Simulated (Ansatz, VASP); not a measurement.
## C (C (Fd-3m)): VASP beside Ansatz

Aim: how closely do two programs agree when they are given the same cell, functional and k mesh? The cell is taken from a series of runs on this material, whose earlier steps may have relaxed, scaled, displaced or heated it; both programs get it as it stands.

Program: Ansatz 0.2.0. Level of theory: plane waves, with VASP 6.6.1 beside it; single point at HSE06. Results are calculated unless marked as measured.

**1. The structure**

The structure is cubic, space group Fd-3m (No. 227). The conventional cell has a = 3.554 Å, b = 3.554 Å, c = 3.554 Å, α = 90.00°, β = 90.00°, γ = 90.00°. C has 4 C at 1.54 Å nearest.

**2. VASP: single point, HSE06**

A single point gives forces, pressure and levels at one fixed geometry, so differences don't come from the geometry; what else differs is listed under the comparison.

Lines of VASP's logs that name or quote its potential files are left out, and so is its time.

The run reads the wave functions of an earlier VASP run, which isn't shown here.

INCAR

```
SYSTEM = C
PREC = Accurate
ENCUT = 520
EDIFF = 1E-06
NELM = 100
ISMEAR = -1
SIGMA = 0.01
LREAL = .FALSE.
ALGO = Normal
LHFCALC = .TRUE.
AEXX = 0.25
GGA = PE
HFSCREEN = 0.208
LASPH = .TRUE.
NBANDS = 24
PRECFOCK = Fast
LORBIT = 11
LWAVE = .FALSE.
LCHARG = .FALSE.
ISIF = 2
```

POSCAR

```
C
1.0
    3.5538030000      0.0000000000      0.0000000000
    0.0000000000      3.5538030000      0.0000000000
    0.0000000000      0.0000000000      3.5538030000
C
8
Direct
    0.0000000000      0.0000000000      0.0000000000
    0.0000000000      0.5000000000      0.5000000000
    0.5000000000      0.0000000000      0.5000000000
    0.5000000000      0.5000000000      0.0000000000
    0.2500000000      0.2500000000      0.2500000000
    0.2500000000      0.7500000000      0.7500000000
    0.7500000000      0.2500000000      0.7500000000
    0.7500000000      0.7500000000      0.2500000000
```

KPOINTS

```
Automatic mesh
0
Gamma
2 2 2
0 0 0
```

PAW data sets: C (PBE family, release 64).

Run with:

```
$ export OMP_NUM_THREADS=4
$ mpirun -np 1 vasp_std
```

Numbers of over 12 decimals in the logs are rounded to 6 here.

What it wrote:

```text
[banner, memory and clock lines left out]
running    1 mpi-ranks, on    1 nodes
 distrk:  each k-point on    1 cores,    1 groups
 distr:  one band on    1 cores,    1 groups
 Offloading initialized ...    1 GPUs detected
 POSCAR found type information on POSCAR C
 POSCAR found :  1 types and       8 ions
 LDA part: xc-table for (Slater+PW92), standard interpolation
 found WAVECAR, reading the header
 POSCAR, INCAR and KPOINTS ok, starting setup
 FFT: planning ... GRIDC
 FFT: planning ... GRID_SOFT
 FFT: planning ... GRID
 reading WAVECAR
 the WAVECAR file was read successfully
 initial charge from wavefunction
 entering main loop
       N       E                     dE             d eps       ncg     rms          rms(c)
DAV:   1    -0.836911918260E+02   -0.83691E+02   -0.10593E+00   200   0.688E+00    0.147E+00
DAV:   2    -0.836935945138E+02   -0.24027E-02   -0.13558E-02   208   0.685E-01    0.888E-01
DAV:   3    -0.836912937611E+02    0.23008E-02   -0.14505E-03   216   0.247E-01    0.484E-01
DAV:   4    -0.836906511691E+02    0.64259E-03   -0.50805E-04   224   0.152E-01    0.258E-01
DAV:   5    -0.836904769154E+02    0.17425E-03   -0.13037E-04   224   0.788E-02    0.138E-01
DAV:   6    -0.836904275365E+02    0.49379E-04   -0.32292E-05   224   0.403E-02    0.732E-02
DAV:   7    -0.836904136661E+02    0.13870E-04   -0.77223E-06   224   0.202E-02    0.395E-02
DAV:   8    -0.836904097236E+02    0.39425E-05   -0.17977E-06   152   0.103E-02    0.221E-02
DAV:   9    -0.836904086868E+02    0.10368E-05   -0.67539E-07   128   0.697E-03    0.117E-02
DAV:  10    -0.836904084334E+02    0.25339E-06   -0.16192E-07   112   0.342E-03
   1 F= -.83690408E+02 E0= -.83690408E+02  d E =-.143903E-12
```

OUTCAR, selected parts (step 2):

```text
ion  position               nearest neighbor table
   1  0.000  0.000  0.000-   5 1.54   6 1.54   7 1.54   8 1.54
   2  0.000  0.500  0.500-   5 1.54   6 1.54   7 1.54   8 1.54
   3  0.500  0.000  0.500-   5 1.54   6 1.54   7 1.54   8 1.54
   4  0.500  0.500  0.000-   5 1.54   6 1.54   7 1.54   8 1.54
   5  0.250  0.250  0.250-   1 1.54   2 1.54   3 1.54   4 1.54
   6  0.250  0.750  0.750-   1 1.54   2 1.54   3 1.54   4 1.54
   7  0.750  0.250  0.750-   1 1.54   2 1.54   3 1.54   4 1.54
   8  0.750  0.750  0.250-   1 1.54   2 1.54   3 1.54   4 1.54

  LATTYP: Found a simple cubic cell.
 ALAT       =     3.5538030000

 Subroutine GETGRP returns: Found 48 space group operations
 (whereof 24 operations were pure point group operations)

The static configuration has the point symmetry T_d .
 The point group associated with its full space group is O_h .

 Found      4 irreducible k-points:

   k-points           NKPTS =      4   k-points in BZ     NKDIM =      8   number of bands    NBANDS=     24

   dimension x,y,z NGX =    28 NGY =   28 NGZ =   28
   dimension x,y,z NGXF=    56 NGYF=   56 NGZF=   56

   ENCUT  =  520.0 eV  38.22 Ry    6.18 a.u.   6.61  6.61  6.61*2*pi/ulx,y,z

   NELECT =      32.0000    total number of electrons

 k-points in reciprocal lattice and weights: Automatic mesh
   0.00000000  0.00000000  0.00000000       0.125
   0.50000000  0.00000000  0.00000000       0.375
   0.50000000  0.50000000  0.00000000       0.375
   0.50000000  0.50000000  0.50000000       0.125

  exchange ACFDT corr.  =         0.00000000  see jH, gK, PRB 81, 115126

 average (electrostatic) potential at core
       1 -41.4136       2 -41.4136       3 -41.4136       4 -41.4136       5 -41.4136
       6 -41.4136       7 -41.4136       8 -41.4136

 E-fermi :   9.4970

 k-point     1 :       0.0000    0.0000    0.0000
  band No.  band energies     occupation
    ...
     12       2.3237      2.00000
     13       2.3237      2.00000
     14       9.2166      2.00000
     15       9.2166      2.00000
     16       9.2166      2.00000
     17      15.2589      0.00000
     18      15.2589      0.00000
     19      15.2589      0.00000
     20      15.2589      0.00000
     21      15.2589      0.00000
    ...

 k-point     2 :       0.5000    0.0000    0.0000
  band No.  band energies     occupation
    ...
     12       4.2488      2.00000
     13       4.7455      2.00000
     14       4.7455      2.00000
     15       4.7455      2.00000
     16       4.7455      2.00000
     17      15.0414      0.00000
     18      15.0414      0.00000
     19      21.0899      0.00000
     20      21.0899      0.00000
     21      21.5064      0.00000
    ...

 k-point     3 :       0.5000    0.5000    0.0000
  band No.  band energies     occupation
    ...
     12       0.9414      2.00000
     13       5.9339      2.00000
     14       5.9339      2.00000
     15       5.9339      2.00000
     16       5.9339      2.00000
     17      18.7375      0.00000
     18      18.7375      0.00000
     19      18.7375      0.00000
     20      18.7375      0.00000
     21      21.2015      0.00000
    ...

  Total       -0.1963482     -0.1963482     -0.1963482     -0.0000000      0.0000000      0.0000000
  in kB       -7.0090213     -7.0090213     -7.0090213     -0.0000000      0.0000000      0.0000000
  external PRESSURE =      -7.0090213 kB  Pullay stress =       0.0000000 kB

  energy-cutoff  :      520.00
  volume of cell :       44.88
      direct lattice vectors                 reciprocal lattice vectors
     3.553803000  0.000000000  0.000000000     0.281388698  0.000000000  0.000000000
     0.000000000  3.553803000  0.000000000     0.000000000  0.281388698  0.000000000
     0.000000000  0.000000000  3.553803000     0.000000000  0.000000000  0.281388698

 POSITION                                       TOTAL-FORCE (eV/Angst)
 -----------------------------------------------------------------------------------
      0.00000      0.00000      0.00000         0.000000     -0.000000     -0.000000
      0.00000      1.77690      1.77690        -0.000000      0.000000      0.000000
      1.77690      0.00000      1.77690        -0.000000     -0.000000      0.000000
      1.77690      1.77690      0.00000         0.000000     -0.000000     -0.000000
      0.88845      0.88845      0.88845         0.000000      0.000000     -0.000000
      0.88845      2.66535      2.66535        -0.000000      0.000000      0.000000
      2.66535      0.88845      2.66535         0.000000      0.000000      0.000000
      2.66535      2.66535      0.88845        -0.000000     -0.000000     -0.000000
 -----------------------------------------------------------------------------------
    total drift:                                0.000001      0.000001     -0.000002

  FREE ENERGIE OF THE ION-ELECTRON SYSTEM (eV)
  ---------------------------------------------------
  free  energy   TOTEN  =       -83.6904084334 eV

  energy  without entropy=      -83.6904084334  energy(sigma->0) =      -83.69040843

 total charge
# of ion       s       p       d       tot
------------------------------------------
    1        0.830   1.765   0.000   2.595
    2        0.830   1.765   0.000   2.595
    3        0.830   1.765   0.000   2.595
    4        0.830   1.765   0.000   2.595
    5        0.830   1.765   0.000   2.595
    6        0.830   1.765   0.000   2.595
    7        0.830   1.765   0.000   2.595
    8        0.830   1.765   0.000   2.595
--------------------------------------------------
tot          6.638  14.122   0.000  20.760

[... 1 further part left out ...]
```

The run ends at a pressure of -0.70 GPa.

**3. Ansatz: single point, HSE06**

Ansatz runs on its default PAW (the set named soft_2) files.

The same cell, functional, mesh and smearing now go to Ansatz.

input.yaml

```yaml
crystal:
  lattice:
    - [3.553803, 0.0, 0.0]
    - [0.0, 3.553803, 0.0]
    - [0.0, 0.0, 3.553803]
  atoms:
    - { symbol: C, position: [0.0, 0.0, 0.0] }
    - { symbol: C, position: [0.0, 0.5, 0.5] }
    - { symbol: C, position: [0.5, 0.0, 0.5] }
    - { symbol: C, position: [0.5, 0.5, 0.0] }
    - { symbol: C, position: [0.25, 0.25, 0.25] }
    - { symbol: C, position: [0.25, 0.75, 0.75] }
    - { symbol: C, position: [0.75, 0.25, 0.75] }
    - { symbol: C, position: [0.75, 0.75, 0.25] }
basis:
  ecutwfc: 420.0
  ecutrho_ratio: 4
  xc_grid: 2
  fft_grid_basis: typed
  precision: f64
kpoints:
  mp_grid: { grid: [2, 2, 2] }
  band_path: { path: [VBM, CBM], npoints: 1 }
hamiltonian:
  xc: hse06
  pseudopotentials: { kind: paw }
scf:
  max_iter: 100
  occupations: { method: fermi_dirac, width: 0.01 }
checkpoint:
  write: "../host.point.run"
  compress: false
  write_wavefunctions: true
  write_every: 100000
```

Run with:

```
$ ansatz run input.yaml --threads 4 --pin off --max-ram 11304MiB --backend cpu --events-out ev --progress --plain --runs-dir out
```

What it wrote:

```text
exact exchange: scf.exx.singularity resolves to wigner_seitz, which cuts the screened interaction at the faces of the exchange supercell's Wigner-Seitz cell, so that each pair interacts once, at the shortest of its separations (the periodic images that this leaves out come, for a point-like exchange hole, to about 0.126 eV on a filled level). The cut falls within the interaction's reach, and what an exchange supercel [...]
Engine: ansatz 0.2.0, aarch64-unknown-linux-gnu
Pseudopotentials: kind: paw
Pseudopotential: C, paw, valence charge 4, recommended cutoff 420 eV (normal), C.paw.azcp
Functional definition: HSE06
  parameter a = 0.25
  parameter omega = 0.11/bohr
  exchange = pbe_x - a*pbe_x_sr(omega) + a*exact_x_sr(omega)
  correlation = pbe_c
Crystal: 8 atoms, lattice volume = 44.883 Å³
Basis set: ecut = 420 eV, 895 PW (Γ), exchange–correlation on 48×48×48 points (8 copies of the dense FFT grid, shifted against one another)
Bands: 24, of which v1, the nominal top of the filled ones, is band 16 counted from 1 (15 counted from 0)
Symmetry: 192 space group operations
Space group: Fd-3m (ITA 227), of the structure as read, at distance tolerance 3.6e-5 Å
k-points: 4 of 8
Non-local potential: C, projectors of the file, l = 0: 2, l = 1: 2, l = 2: 1
PAW form: soft (Blöchl's): semilocal exchange-correlation on the pseudo side does not see the compensation charge
PAW frozen core: C, regenerated for the run's functional, and the local potential with it (the file was generated under x = pbe(κ = 0.804, μ = 0.219515), c = pbe(β = 0.066725))
PAW one-centre angular grid: C, 110 points (default); XC on 64 Gauss nodes
Initial density: superposition of atomic densities (neutral atoms: chi_scale 0, normalization atom), corrected by the library's trained network
Initial wavefunctions: pseudopotential atomic-orbital guess
Functional: x = pbe(κ = 0.804, μ = 0.219515), c = pbe(β = 0.066725), warm-up for x = pbe(κ = 0.804, μ = 0.219515) + 0.25 (exact − pbe) at short range (hse, ω = 0.207870 Å⁻¹), c = pbe(β = 0.066725); HSE06 as pw.x's `hse` composes it (authors' and Libxc's form: `xc: wpbeh`)
SCF iter   1: F=—  HF=-2005.714310 eV  |F-HF|=—  |Δ(HF+E_count)|=         —  Δρ=4.43e-3  dr2=6.23e-3  ethr=1.77e-3  ⟨swp⟩=8.2  Hψ=460  notcnv=0
preconditioner: auto → none  [insulator: Δε(μ)=4.480 eV  Ē_g=17.582 eV  σ=0.010 eV  W_gap=1.00  n_scr=18 (ndim 8)  ℏωp=31.4 eV  f_vac=0.000  D(μ)=0.00/eV (n_scr^D=0)]
SCF iter   2: F=-2005.712253 eV  HF=-2005.712532 eV  |F-HF|=2.79e-4  |Δ(HF+E_count)|=   1.78e-3  Δρ=1.69e-3  dr2=8.40e-4  ethr=1.95e-5  ⟨swp⟩=6.2  Hψ=251  notcnv=0  defer=6
SCF 1 stopped early in 2 iterations: F = -2005.712253 eV  dr2 = 8.40e-4
  greatest PAW one-centre occupation: 0.641 electrons in one spin orbital (limit 2), on the C atom at site 7 (counted from 0), in its partial waves of l = 0
Initial density: handed on by an earlier stage of this run
Initial wavefunctions: those handed on with the density
Functional: x = pbe(κ = 0.804, μ = 0.219515) + 0.25 (exact − pbe) at short range (hse, ω = 0.207870 Å⁻¹), c = pbe(β = 0.066725); HSE06 as pw.x's `hse` composes it (authors' and Libxc's form: `xc: wpbeh`)
Exchange kernel: α = 0.2500, screened, ω = 0.2079 Å⁻¹, Wigner–Seitz truncation, v(0) = 700.8819 eV·Å³, q-mesh 2×2×2, nearest image of the exchange supercell L = 7.11 Å, pair-density grid 20×20×20, without the augmentation charges, whose exchange is taken in its separable form by FFT convolution over the k-point mesh (sized by the pseudopotential files, 24×24×24 at the most), smooth part of the exact exchange by density-matrix convolution
Frozen-core exchange: fock
SCF iter   1: F=—  HF=-2006.351153 eV  |F-HF|=—  |Δ(HF+E_count)|=         —  Δρ=9.89e-3  dr2=1.58e-2  ethr=2.62e-5  ⟨swp⟩=5.8  Hψ=395  notcnv=0
preconditioner: auto → none  [insulator: Δε(μ)=5.736 eV  Ē_g=19.865 eV  σ=0.010 eV  W_gap=1.00  n_scr=18 (ndim 8)  ℏωp=31.4 eV  f_vac=0.000  D(μ)=0.00/eV (n_scr^D=0)]
SCF iter   2: F=—  HF=-2006.345398 eV  |F-HF|=—  |Δ(HF+E_count)|=   5.76e-3  Δρ=4.36e-3  dr2=2.88e-3  ethr=2.62e-5  ⟨swp⟩=2.8  Hψ=209  notcnv=0
iter 3 solved again at ethr=2.56e-7 eV; its pass at ethr=7.96e-6 eV (dr2=8.19e-5 eV) is discarded
SCF iter   3: F=—  HF=-2006.352231 eV  |F-HF|=—  |Δ(HF+E_count)|=   6.83e-3  Δρ=8.19e-4  dr2=8.79e-5  ethr=2.56e-7  ⟨swp⟩=2.2  Hψ=423  notcnv=0
SCF iter   4: F=-2006.352198 eV  HF=-2006.352199 eV  |F-HF|=7.00e-7  |Δ(HF+E_count)|=   3.21e-5  Δρ=1.01e-4  dr2=6.60e-6  ethr=2.56e-7  ⟨swp⟩=2.0  Hψ=165  notcnv=0
SCF 2 stopped early in 4 iterations: F = -2006.352198 eV  dr2 = 6.60e-6
  greatest PAW one-centre occupation: 0.645 electrons in one spin orbital (limit 2), on the C atom at site 7 (counted from 0), in its partial waves of l = 0
hybrid outer 1: dexx = +8.811e-3 eV, tail = 5.05e-5 eV
Exchange kernel: α = 0.2500, screened, ω = 0.2079 Å⁻¹, Wigner–Seitz truncation, v(0) = 700.8819 eV·Å³, q-mesh 2×2×2, nearest image of the exchange supercell L = 7.11 Å, pair-density grid 20×20×20, without the augmentation charges, whose exchange is taken in its separable form by FFT convolution over the k-point mesh (sized by the pseudopotential files, 24×24×24 at the most), smooth part of the exact exchange by density-matrix convolution
Frozen-core exchange: fock
SCF iter   1: F=—  HF=-2006.352441 eV  |F-HF|=—  |Δ(HF+E_count)|=         —  Δρ=9.38e-5  dr2=1.22e-6  ethr=7.89e-7  ⟨swp⟩=4.2  Hψ=230  notcnv=0
preconditioner: auto → none  [insulator: Δε(μ)=5.776 eV  Ē_g=19.866 eV  σ=0.010 eV  W_gap=1.00  n_scr=18 (ndim 8)  ℏωp=31.4 eV  f_vac=0.000  D(μ)=0.00/eV (n_scr^D=0)]
iter 2 solved again at ethr=5.76e-11 eV; its pass at ethr=3.37e-9 eV (dr2=1.84e-8 eV) is discarded
SCF iter   2: F=-2006.352441 eV  HF=-2006.352441 eV  |F-HF|=2.06e-8  |Δ(HF+E_count)|=   7.44e-8  Δρ=1.64e-5  dr2=6.69e-8  ethr=5.76e-11  ⟨swp⟩=3.5  Hψ=408  notcnv=0
SCF 3 converged in 2 iterations: F = -2006.352441 eV  dr2 = 6.69e-8
hybrid outer 2: dexx = +9.863e-7 eV, tail = 1.57e-7 eV, Δε = 2.10e-3 eV (about 1.31e-4 eV left of the loop's levels)
NSCF: frozen V_eff on 20 k-points
NSCF: frozen V_eff on 20 k-points
[...]
hybrid SCF converged: 2 outer / 6 inner (+2 warm-up), last move |dexx| = 9.86e-7 eV, tail = 1.57e-7 eV
Stability not checked: this state was not tested for a lower state beside it, because the functional holds exact exchange (a hybrid, or Hartree-Fock), whose exchange loop this test does not read (fock_operator; see scf.lower_state_search)
Free energy (F): -2006.352442 eV
Frozen-core exchange: fock
Harris-Foulkes:  -2006.352442 eV  (|F-HF|=2.06e-8)
Internal energy: -2006.352442 eV  (E = F + TS)
E sigma→0 (E₀):  -2006.352442 eV
Fermi energy:    15.759541 eV
--- Per-component energies (eV) ---
  E_band       = 96.937031
  E_kinetic    = 742.197421
  E_local      = -482.374709  (includes V_loc(G=0)·N_el)
  E_nonlocal   = 209.260883
  E_hartree    = 106.377075
  E_xc         = -316.232835
  E_vxc        = -388.596515  (∫ρ·V_xc dr)
  E_exx        = -73.569713  (= α·E_x^exact, valence–valence)
  E_paw        = -794.960656  (= ΣΔE_a)
  E_vpaw       = -49.165736  (= ΣTr[D̂ρ^β])
  E_aug_tail   = 0.000065  (compensation charges beyond the density's cutoff)
  E_ewald      = -1396.912225
  E_core_change = -0.137746  (= ΣΔE_core)
  E_smearing   = -0.000000  (= −TS)
  E_closure    = -0.000000  (closes the sum)
  Σ components = -2006.352442   (vs F -2006.352442, Δ=0.00e0)
--- Band table (eV) ---
  k-point 0: bands = [... 12 lower, 5.9589, 12.8749, 12.8749, 12.8749, 18.8725, 18.8725, 18.8725, 18.8725, ... 1 higher]
  k-point 1: bands = [... 12 lower, 8.3938, 8.3938, 8.3938, 8.3938, 18.6510, 18.6510, 24.6928, 24.6928, ... 1 higher]
  k-point 2: bands = [... 12 lower, 9.5792, 9.5792, 9.5792, 9.5792, 22.3487, 22.3487, 22.3487, 22.3487, ... 1 higher]
  k-point 3: bands = [... 12 lower, 9.8070, 9.8070, 9.8070, 9.8070, 23.0055, 23.0055, 23.0055, 23.0055, ... 1 higher]
  guard bands above this table: 3 of the run's 24 bands. The solve was not asked for them (output.publish_guard_bands: true or output.eigenvalues: true publishes all)
```

In the SCF lines HF is the Harris–Foulkes energy and dr2 the Hartree energy of the density residual, in eV; the loop may stop once dr2 is under the threshold and the program's other checks hold. Hψ counts applications of the Hamiltonian.

**4. Side by side**

Known differences besides the potentials themselves: exact exchange at q = 0 is treated differently, which shows on coarse meshes; VASP keeps PBE cores, Ansatz makes them for the functional; the cutoff is 420 eV in Ansatz and 520 eV in VASP; VASP takes a coarser grid for exact exchange (PRECFOCK = Fast). Total energies have different zeros and are not compared.

Compared:

```
              quantity  Ansatz   VASP  difference
gap on the k mesh (eV)   5.776  5.825      -0.049
```

A gap on the mesh is an upper bound, since the band edges may lie between its points.

**5. Results**

```
difference in gap on the k mesh (single point, HSE06) : -0.049 eV
```

The difference in gap on the k mesh is -0.049 eV (single point, HSE06), within the 0.08 eV picked in this series as the mark of a large difference. How closely two codes agree says nothing of how well the functional describes the real material.

[Lines on the potential files, build, host, timing and source positions are cut from VASP's logs without a mark.]

[Logs are printed without paths, hosts, clocks, repeated set-up lines and the standing remarks that a program may print on its own settings, such as how far it seeks lower states.]

[Hosts, paths, dates, database ids (printed as entryN), source tags and the programs' standing remarks are cut or masked in the printed files.]
